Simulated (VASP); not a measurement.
# GaAs: molecular dynamics with a thermostat

GaAs, F-43m (no. 216), 8 atoms in the cell. PBE, molecular dynamics; PAW potentials As, Ga (PBE set).

Ensemble: Nose-Hoover; Target temperature (K): 1600.

## Input

INCAR:
```
SYSTEM = GaAs
GGA      = PE             ! functional
PREC     = Normal         ! precision mode
ENCUT    = 210            ! plane-wave cutoff, eV
EDIFF    = 1E-6           ! SCF threshold, eV
NELMIN   = 4            
NELM     = 60             ! most SCF steps
ALGO     = Normal         ! electronic algorithm
LREAL    = Auto         
LASPH    = .True.         ! aspherical terms in the spheres
ISMEAR   = 0              ! smearing method
SIGMA    = 0.05           ! smearing width, eV
ISYM     = 0            
LWAVE    = .False.        ! write WAVECAR
LCHARG   = .False.        ! write CHGCAR
IBRION   = 0              ! ionic algorithm
NSW      = 60             ! ionic steps
POTIM    = 3.0            ! step
TEBEG    = 1600         
ISIF     = 2              ! what is computed and relaxed
RANDOM_SEED= 983548 0 0   
MDALGO   = 2            
SMASS    = 0            
KPAR     = 2             
```

KPOINTS:
```
k-points
0
Monkhorst-Pack
  2 2 2
```

POSCAR:
```
GaAs
1.0
    5.6537000000      0.0000000000      0.0000000000
    0.0000000000      5.6537000000      0.0000000000
    0.0000000000      0.0000000000      5.6537000000
As Ga
4 4
Direct
    0.2500000000      0.2500000000      0.2500000000
    0.2500000000      0.7500000000      0.7500000000
    0.7500000000      0.2500000000      0.7500000000
    0.7500000000      0.7500000000      0.2500000000
    0.0000000000      0.0000000000      0.0000000000
    0.0000000000      0.5000000000      0.5000000000
    0.5000000000      0.0000000000      0.5000000000
    0.5000000000      0.5000000000      0.0000000000
```

Commands:
```
cat potpaw_PBE.64/As/POTCAR potpaw_PBE.64/Ga/POTCAR > POTCAR
mpirun -np 2 vasp_std > vasp.out
```

## Result

- Mean temperature (K): 1533
- Standard error of the mean temperature (K): 194
- Relative fluctuation of the kinetic energy: 0.407
- Canonical value of that fluctuation: 0.309
- Rise of the mean potential energy above the start (meV/atom): 233.3
- Electronic steps per ionic step after the first: 4.1

Course of the run:

| Time (fs) | Temperature (K) | Potential energy less the first (meV/atom) |
|---|---|---|
| 3 | 1600 | 0.0 |
| 18 | 1166 | 51.5 |
| 30 | 718 | 114.4 |
| 45 | 921 | 128.8 |
| 57 | 1804 | 109.5 |
| 72 | 2932 | 134.2 |
| 84 | 2649 | 207.8 |
| 99 | 1527 | 297.4 |
| 111 | 999 | 336.6 |
| 126 | 930 | 346.4 |
| 138 | 1236 | 335.7 |
| 153 | 1627 | 350.9 |
| 165 | 1630 | 405.4 |
| 180 | 1998 | 431.1 |

REPORT:
```
MDALGO =   2
               SCALING =       0
                 CNEXP =     9.000   14.000
           RANDOM_SEED =            983548                0                0

   original number of atomic DOF:         21
   number of independent constraints:      0
   number of active DOF:                  21

========================================
         MD step No.       1
========================================

  Atomic velocities initialized by STEP_tb

  >Energies
                    E_tot             E_pot             E_kin               EPS                ES
   e_b>   -0.30929299E+02   -0.32377020E+02    0.14477208E+01    0.00000000E+00    0.00000000E+00

  >Temperature
               T_sim     T_inst
   tmprt>   1600.000   1600.000

  >Thermostat:
           s(n+1) sdot(n+1)      s(n)   sdot(n)        Qs
   s_b>   0.00000   0.00000   0.00000   0.00000   0.63759

           RANDOM_SEED =            983548               48                0

[... steps left out ...]

========================================
         MD step No.      60
========================================

  >Energies
                    E_tot             E_pot             E_kin               EPS                ES
   e_b>   -0.30924957E+02   -0.28928100E+02    0.18077576E+01    0.11435156E+00   -0.39189670E+01

  >Temperature
               T_sim     T_inst
   tmprt>   1600.000   1997.907

  >Thermostat:
           s(n+1) sdot(n+1)      s(n)   sdot(n)        Qs
   s_b>  -1.38278  -0.02734  -1.35350  -0.03122   0.63759

           RANDOM_SEED =            983548               48                0
```

OSZICAR:
```
N       E                     dE             d eps       ncg     rms          rms(c)
DAV:   1     0.789152768124E+02    0.78915E+02   -0.72840E+03   168   0.620E+02
DAV:   2    -0.264847211704E+02   -0.10540E+03   -0.99358E+02   209   0.135E+02
DAV:   3    -0.330680104599E+02   -0.65833E+01   -0.65357E+01   206   0.369E+01
DAV:   4    -0.331654639169E+02   -0.97453E-01   -0.97327E-01   209   0.458E+00
DAV:   5    -0.331667092952E+02   -0.12454E-02   -0.12453E-02   193   0.479E-01    0.791E+00
DAV:   6    -0.325220265099E+02    0.64468E+00   -0.96294E-01   208   0.382E+00    0.467E+00
DAV:   7    -0.323765225210E+02    0.14550E+00   -0.59036E-01   240   0.314E+00    0.111E+00
DAV:   8    -0.323751845893E+02    0.13379E-02   -0.51355E-02   235   0.101E+00    0.208E-01
DAV:   9    -0.323766833801E+02   -0.14988E-02   -0.29161E-03   193   0.302E-01    0.866E-02
DAV:  10    -0.323769699120E+02   -0.28653E-03   -0.33843E-04   208   0.101E-01    0.190E-02
DAV:  11    -0.323770210533E+02   -0.51141E-04   -0.11773E-04   193   0.513E-02    0.174E-02
DAV:  12    -0.323770201253E+02    0.92800E-06   -0.82870E-06   198   0.138E-02
[... left out ...]
     58 T=  1707. E= -.30924511E+02 F= -.28885587E+02 E0= -.28885536E+02  EK= 0.15450E+01 SP= -.37E+01 SK= 0.14E+00
     59 T=  1826. E= -.30924360E+02 F= -.28884129E+02 E0= -.28884055E+02  EK= 0.16526E+01 SP= -.38E+01 SK= 0.13E+00
[... last step whole ...]
       N       E                     dE             d eps       ncg     rms          rms(c)
DAV:   1    -0.289280723654E+02   -0.43943E-01   -0.90956E-05   310   0.171E+00    0.124E-02
DAV:   2    -0.289280997554E+02   -0.27390E-04   -0.30584E-04   173   0.975E-02    0.571E-03
DAV:   3    -0.289280996594E+02    0.95985E-07   -0.29750E-06   176   0.894E-03    0.319E-03
DAV:   4    -0.289280995768E+02    0.82551E-07   -0.67251E-07    99   0.449E-03
     60 T=  1998. E= -.30924957E+02 F= -.28928100E+02 E0= -.28928031E+02  EK= 0.18078E+01 SP= -.39E+01 SK= 0.11E+00
```

Limits: 180 fs of 8 atoms are too short for converged averages.

VASP 6.6.1 took 190 s on 2 cores (Intel Xeon Platinum 8259CL @ 2.50GHz (Skylake/Cascade Lake)), a shared host.
